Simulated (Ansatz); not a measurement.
A plane-wave DFT run in Ansatz 0.2.0 (scalar-relativistic PAW potentials unless the input names others): input and command.

```yaml
crystal:
  lattice:
    - [0.0, 1.9234939523, 1.9234939523]
    - [1.9234939523, 0.0, 1.9234939523]
    - [1.9234939523, 1.9234939523, 0.0]
  atoms:
    - { symbol: Ir, position: [0.0, 0.0, 0.0] }
basis:
  ecutwfc: 420
kpoints:
  mp_grid: { grid: [16, 16, 16] }
hamiltonian:
  xc: pbe
scf:
  occupations: { method: tetrahedron_uncorrected }
output:
  forces: true
  eigenvalues: true
  stress: true
```

```bash
ansatz run input.yaml --threads 1 --pin off --max-ram 3072MiB --backend cpu --events-out ev --progress --plain --runs-dir out
```

Abridged log:
```
Basis set: ecut = 420 eV, 283 PW (Γ), exchange–correlation on 40×40×40 points (8 copies of the dense FFT grid, shifted against one another)
Bands: 13, of which v1, the nominal top of the filled ones, is band 9 counted from 1 (8 counted from 0)
Symmetry: 48 space group operations
k-points: 145 of 4096
SCF iter   1: F=—  HF=-11935.258456 eV  |F-HF|=—  |Δ(HF+E_count)|=         —  Δρ=3.95e-3  dr2=2.78e-4  ethr=1.77e-3  ⟨swp⟩=5.9  Hψ=9703  notcnv=0
SCF iter   2: F=—  HF=-11935.259200 eV  |F-HF|=—  |Δ(HF+E_count)|=   7.44e-4  Δρ=2.04e-3  dr2=7.86e-5  ethr=1.64e-6  ⟨swp⟩=3.0  Hψ=4766  notcnv=0  defer=48
SCF iter   3: F=—  HF=-11935.259497 eV  |F-HF|=—  |Δ(HF+E_count)|=   2.97e-4  Δρ=3.74e-4  dr2=1.87e-5  ethr=4.62e-7  ⟨swp⟩=2.0  Hψ=3095  notcnv=0  defer=48
SCF iter   4: F=—  HF=-11935.259491 eV  |F-HF|=—  |Δ(HF+E_count)|=   5.86e-6  Δρ=9.15e-5  dr2=8.18e-7  ethr=1.10e-7  ⟨swp⟩=2.2  Hψ=3042  notcnv=0  defer=48
SCF iter   5: F=-11935.259491 eV  HF=-11935.259491 eV  |F-HF|=4.17e-8  |Δ(HF+E_count)|=   2.21e-7  Δρ=3.40e-5  dr2=9.30e-8  ethr=4.81e-9  ⟨swp⟩=2.3  Hψ=2649  notcnv=0  defer=48
SCF iter   6: F=-11935.259491 eV  HF=-11935.259491 eV  |F-HF|=4.57e-10  |Δ(HF+E_count)|=   2.10e-8  Δρ=2.79e-6  dr2=7.01e-10  ethr=5.47e-10  ⟨swp⟩=2.8  Hψ=7212  notcnv=0
SCF 1 converged in 6 iterations: F = -11935.259491 eV  dr2 = 7.01e-10
SCF converged after 6 iterations
Free energy (F): -11935.259491 eV
Harris-Foulkes:  -11935.259491 eV  (|F-HF|=4.57e-10)
Internal energy: -11935.259454 eV  (E = F + TS)
E sigma→0 (E₀):  -11935.259491 eV
Entropy (-TS):   -0.000037 eV (-0.037 meV/atom)
Fermi energy:    25.621122 eV
--- Forces (eV/Å), atoms counted from 1 ---
  atom   1  Ir     0.00000000     0.00000000     0.00000000
--- Stress (GPa, compression-positive) ---
        7.452666       0.000000       0.000000
        0.000000       7.452666       0.000000
        0.000000       0.000000       7.452666
  P = ⅓ Tr σ = 7.4527 GPa (74.527 kbar)
```

Apart from outputs and empty bands, the input differs from a reference run on usual settings in kpoints.mp_grid.grid: [20, 20, 20] → [16, 16, 16]; scf.occupations.width: 0.15 → not typed; scf.occupations.method: "fermi_dirac" → "tetrahedron_uncorrected". The reference, at the same geometry (not necessarily relaxed), gave pressure 7.31 GPa, largest force 0.000 eV/Å, no gap on the mesh. This run converged in 6 SCF iterations (reference: 6) with an energy at zero smearing 45.32 meV/atom above the reference's, pressure 7.45 GPa, largest force 0.000 eV/Å, no gap on the mesh. Its k mesh is looser than usual, and the result moved.

It took 1.1 s on 1 thread of Intel(R) Xeon(R) 6975P-C (Granite Rapids), with other jobs on the host, peak memory 0.33 GiB.